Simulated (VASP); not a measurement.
# Si2Mo (I4/mmm) in VASP: settings compared, part 2 of 2

VASP 6.6.1. Earlier steps stand in the parts before.

**4. Single point, BLYP, collinear spin, zero start (volume scaled by 1.25)**

File INCAR:

```
PREC     = Accurate       # precision mode
ENCUT    = 520            # plane-wave cutoff, eV
EDIFF    = 1E-7           # SCF threshold, eV
ISMEAR   = 0              # smearing method
SIGMA    = 0.02           # smearing width, eV
LREAL    = False          # projectors in reciprocal space
LASPH    = True           # aspherical terms in the spheres
NELM     = 150            # most SCF steps
ALGO     = Normal         # electronic algorithm
ISIF     = 2              # what is computed and relaxed
LWAVE    = False          # write WAVECAR
LCHARG   = False          # write CHGCAR
ISPIN    = 2              # spin polarisation
MAGMOM   = 0 0 0          # initial moments
LORBIT   = 11             # projections on sites
LMAXMIX  = 4              # l up to which the mixer works
GGA      = B5             # functional
ALDAX    = 1.0          
AGGAX    = 1.0          
AGGAC    = 1.0          
ALDAC    = 0.0          
NBANDS   = 22             # bands
```

File KPOINTS:

```
regular mesh
0
Gamma
  12 12 12
```

File POSCAR:

```
Si2Mo
1.0
   -1.7235477520      1.7235477520      4.2340027746
    1.7235477520     -1.7235477520      4.2340027746
    1.7235477520      1.7235477520     -4.2340027746
Mo Si
1 2
Direct
    0.0000000000      0.0000000000      0.0000000000
    0.6670000000      0.6670000000      0.0000000000
    0.3330000000      0.3330000000      0.0000000000
```

Potentials or basis: VASP PAW PBE potentials, release 64 (Mo_sv, Si).

Run with:

```
$ cat potpaw_PBE.64/Mo_sv/POTCAR potpaw_PBE.64/Si/POTCAR > POTCAR
$ mpirun -np 1 vasp_std > vasp.out
```

OUTCAR:

```text
PREC = Accurate
   ENCUT = 520
   EDIFF = 1E-7
   ISMEAR = 0
   LREAL = False
   LASPH = True
   NELM = 150
   ISIF = 2
   ISPIN = 2
   LORBIT = 11
   GGA = B5

 ion  position               nearest neighbor table
   1  0.000  0.000  0.000-   2 2.82   2 2.82   3 2.82   2 2.82   3 2.82   3 2.82   2 2.82   3 2.82
                             2 2.82   3 2.82
   2  0.667  0.667  0.000-   3 2.81   3 2.81   3 2.81   3 2.81   1 2.82   1 2.82   1 2.82   1 2.82
                             1 2.82   3 2.83
   3  0.333  0.333  0.000-   2 2.81   2 2.81   2 2.81   2 2.81   1 2.82   1 2.82   1 2.82   1 2.82
                             1 2.82   2 2.83

  LATTYP: Found a body centered tetragonal cell.
 ALAT       =     3.4470955040
 C/A-ratio  =     2.4565625000

  Lattice vectors:

 A1 = (  -1.7235477520,   1.7235477520,   4.2340027746)
 A2 = (   1.7235477520,  -1.7235477520,   4.2340027746)
 A3 = (   1.7235477520,   1.7235477520,  -4.2340027746)

Analysis of symmetry for initial positions (statically):
[... 804 lines left out ...]

 k-point     1 :       0.0000    0.0000    0.0000
  band No.  band energies     occupation
      1     -51.1616      1.00000
      2     -25.3391      1.00000
      3     -25.3197      1.00000
      4     -25.3197      1.00000
      5      -2.0648      1.00000
      6       4.7319      1.00000
[... 589 lines left out ...]
     21      20.8903      0.00000
     22      21.9930      0.00000

 [... further k-points ...]
[... 5 lines left out ...]
  --------------------------------------------------------------------------------------
  -------------------------------------------------------------------------------------
  Total       -5.4923245     -5.4923245     -6.8971953      0.0000000     -0.0000000      0.0000000
  in kB     -174.9077276   -174.9077276   -219.6470306      0.0000000     -0.0000000      0.0000000
  external PRESSURE =    -189.8208286 kB  Pullay stress =       0.0000000 kB

 VOLUME and BASIS-vectors are now :
 -----------------------------------------------------------------------------
  energy-cutoff  :      520.00
  volume of cell :       50.31
      direct lattice vectors                 reciprocal lattice vectors
    -1.723547752  1.723547752  4.234002775     0.000000000  0.290099302  0.118091562
     1.723547752 -1.723547752  4.234002775     0.290099302  0.000000000  0.118091562
     1.723547752  1.723547752 -4.234002775     0.290099302  0.290099302  0.000000000

 POSITION                                       TOTAL-FORCE (eV/Angst)
 -----------------------------------------------------------------------------------
      0.00000      0.00000      0.00000         0.000000      0.000000      0.000000
      0.00000      0.00000      5.64816        -0.000000     -0.000000     -0.595172
      0.00000      0.00000      2.81985        -0.000000     -0.000000      0.595172
 -----------------------------------------------------------------------------------
    total drift:                                0.000000      0.000000     -0.000000

  FREE ENERGIE OF THE ION-ELECTRON SYSTEM (eV)
  ---------------------------------------------------
  free  energy   TOTEN  =       -18.8056564094 eV

  energy  without entropy=      -18.8053838707  energy(sigma->0) =      -18.80552014

 total charge

# of ion       s       p       d       tot
------------------------------------------
    1        2.232   6.119   3.921  12.272
    2        0.776   0.761   0.000   1.538
    3        0.776   0.761   0.000   1.538
--------------------------------------------------
tot          3.785   7.642   3.921  15.347

 magnetization (x)

# of ion       s       p       d       tot
------------------------------------------
    1       -0.000  -0.000   0.000   0.000
    2       -0.000  -0.000   0.000  -0.000
    3       -0.000  -0.000   0.000  -0.000
--------------------------------------------------
tot         -0.000  -0.000   0.000   0.000
```

OSZICAR:

```text
N       E                     dE             d eps       ncg     rms          rms(c)
DAV:   1     0.120038132030E+03    0.12004E+03   -0.10609E+04 14368   0.926E+02
DAV:   2    -0.167001227741E+02   -0.13674E+03   -0.13275E+03 16896   0.248E+02
DAV:   3    -0.198090021804E+02   -0.31089E+01   -0.30822E+01 17694   0.335E+01
DAV:   4    -0.198266802597E+02   -0.17678E-01   -0.17674E-01 15964   0.299E+00
DAV:   5    -0.198268288836E+02   -0.14862E-03   -0.14862E-03 17970   0.274E-01    0.121E+01
DAV:   6    -0.192904159156E+02    0.53641E+00   -0.10471E+01 15340   0.149E+01    0.422E+00
DAV:   7    -0.188206074431E+02    0.46981E+00   -0.26647E+00 15040   0.728E+00    0.225E+00
DAV:   8    -0.188042860970E+02    0.16321E-01   -0.86177E-02 17218   0.164E+00    0.597E-01
DAV:   9    -0.188053643688E+02   -0.10783E-02   -0.62637E-03 16642   0.452E-01    0.249E-01
DAV:  10    -0.188056603098E+02   -0.29594E-03   -0.13903E-03 17108   0.234E-01    0.560E-02
DAV:  11    -0.188056550951E+02    0.52147E-05   -0.23997E-04 17338   0.895E-02    0.236E-02
DAV:  12    -0.188056561752E+02   -0.10801E-05   -0.14042E-05 17134   0.172E-02    0.563E-03
DAV:  13    -0.188056564742E+02   -0.29899E-06   -0.12443E-06 16838   0.492E-03    0.262E-03
DAV:  14    -0.188056564094E+02    0.64877E-07   -0.49972E-08 11014   0.157E-03
   1 F= -.18805656E+02 E0= -.18805520E+02  d E =-.272539E-03  mag=     0.0000
```

Run time: 5.1 min. Hardware: 1 thread of AMD EPYC 9R45 (Zen 5), shared host; peak memory 0.4 GiB.

What came out:

| Quantity | Value |
| --- | --- |
| Free energy | -18.8057 eV |
| Pressure | -19.0 GPa |
| Largest force | 0.595 eV/Å |
| Band gap on the k mesh | none (metal or under the smearing width) |
| Net moment | 0.00 μB per cell |
| Valence electrons inside the program's atomic spheres | Mo 12.27; Si 1.54 |

Forces on the atoms (eV/Å):
```
Mo   0.000  0.000  0.000
Si   0.000  0.000 -0.595
Si   0.000  0.000  0.595
```

Caveat: so large a pressure means that the cell lies far from this level's equilibrium, or that cutoff or potentials fall short; the potentials were made for another functional, which shifts forces and pressure.

**5. The runs side by side**

```csv
level,spin,U,cell,k mesh,smearing,mesh quality,gap on the mesh (eV),pressure (GPa),largest force (eV/Å)
revPBE+U,off,Mo d U = 4.0 eV,volume scaled by 0.96,12 × 12 × 12,fermi-dirac 0.01 eV,not flagged,none,16.5,0.35
PBE,off,-,as given,7 × 7 × 7,fermi-dirac 0.04 eV,coarse,none,2.4,0.30
BLYP,"collinear, zero start",-,volume scaled by 1.25,12 × 12 × 12,gaussian 0.02 eV,not flagged,none,-19.0,0.60
```

Alike in all rows: task single point; potentials or basis VASP PAW PBE potentials, release 64 (Mo_sv, Si); cutoff (eV) 520.

Caveats: some runs use coarse meshes; the PAW data sets were made with another functional, which shifts forces and pressure a little (some runs); U without spin polarisation on a metal has little footing (some runs); the U is typed as a test and isn't derived for this compound (some runs); so large a pressure means that the cell lies far from this level's equilibrium, or that cutoff or potentials fall short (some runs); the potentials were made for another functional, which shifts forces and pressure (some runs).

Absolute energies hang on the potentials; compare differences alone.
